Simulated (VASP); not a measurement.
Ge: equation of state with PBE

The system is Ge.

```
Ge
1.0
     1.39715   -2.60052    0.00000
     1.39715    2.60052    0.00000
     0.00000    0.00000    2.69823
Ge
1
Direct
  0.50000 0.50000 0.00000
```

This isn't the form of Ge at room conditions, which is diamond.

| Quantity | Value |
| --- | --- |
| Program | VASP 6.6.1 |
| Task | equation of state |
| Functional | PBE |
| Potentials or basis | VASP PAW PBE potentials, release 64 (Ge_d) |
| Cutoff | 520 eV |
| k mesh | 11 × 11 × 10 |
| Occupations | fermi-dirac, width 0.05 eV |
| Spin | no spin polarisation |

* Equilibrium volume: 19.45 Å³/atom
* Bulk modulus at fixed shape and positions: 66 GPa
* Pressure derivative of the bulk modulus: 4.4

Energy against volume, from the lowest point:
| volume (Å³/atom) | energy (meV/atom) |
| --- | --- |
| 18.431 | 11.87 |
| 18.823 | 4.19 |
| 19.215 | 0.36 |
| 19.607 | 0.00 |
| 19.999 | 2.75 |
| 20.391 | 8.29 |
| 20.783 | 16.32 |

All runs of the series together: 110 s on 1 thread of Intel(R) Xeon(R) 6975P-C (Granite Rapids), with other jobs on the host.

Caveat: the cell was scaled at fixed shape and fractional positions, which overstates the stiffness of a crystal with free parameters, most of all of layers and chains.
